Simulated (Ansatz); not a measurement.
# NaCl (Pm-3m): an equation of state far from equilibrium

How does NaCl (Pm-3m) respond to strong compression and slight expansion?

Computed with Ansatz 0.2.0 (DFT PBE, scalar-relativistic, plane waves, PAW, unless a step's input says otherwise).

### Step 1. The system as given

The structure is cubic, space group Pm-3m (No. 221). The conventional cell has a = 3.507 Å, b = 3.507 Å, c = 3.507 Å, α = 90.00°, β = 90.00°, γ = 90.00°. Na (site symmetry m-3m) is surrounded by 8 Cl at 3.04 Å. Cl (site symmetry m-3m) is surrounded by 8 Na at 3.04 Å.

As a file:

```xyz
2
Lattice="3.5069 0.0000 0.0000 0.0000 3.5069 0.0000 0.0000 0.0000 3.5069" Properties=species:S:1:pos:R:3 pbc="T T T"
Na    0.0000    0.0000    0.0000
Cl    1.7534    1.7534    1.7534
```

An earlier run at PBE left this cell at 21.564 Å³/atom and 0.00 GPa (8×8×8 mesh).

### Step 2. Volume × 0.96

File input.yaml:

```yaml
crystal:
  lattice:
    - [3.4594576539, 0.0, 0.0]
    - [0.0, 3.4594576539, 0.0]
    - [0.0, 0.0, 3.4594576539]
  atoms:
    - { symbol: Na, position: [0.0, 0.0, 0.0] }
    - { symbol: Cl, position: [0.5, 0.5, 0.5] }
basis:
  ecutwfc: 420
  ecutrho_ratio: 4
kpoints:
  mp_grid: { grid: [8, 8, 8] }
hamiltonian:
  xc: pbe
scf:
  occupations: { method: gaussian, width: 0.05 }
output:
  forces: true
  stress: true
  eigenvalues: true
```

Command:

```
$ ansatz run input.yaml --threads 1 --pin off --max-ram 2560MiB --backend cpu --events-out ev --progress --plain --runs-dir out
```

Further steps of the session: Volume × 1.04; Volume × 0.92; Volume × 0.88; Volume × 0.84; Volume × 0.8; Volume × 0.76; Volume × 0.72.

Q: Predict the outcome of this session. Wanted: range of pressure; V0; B0; B0′.

**Answer**, as computed:

| quantity | value |
| --- | --- |
| range of pressure | -0.9 to 18.2 GPa |
| V0 (fit) | 21.56 Å³/atom |
| B0 (fit) | 26 GPa |
| B0′ (fit) | 4.58 |

A third-order Birch-Murnaghan fit follows the points with an rms miss of 0.01 meV/atom. Symmetry fixes shape and sites, so only the volume changes. Other structures may be lower in enthalpy at these pressures.
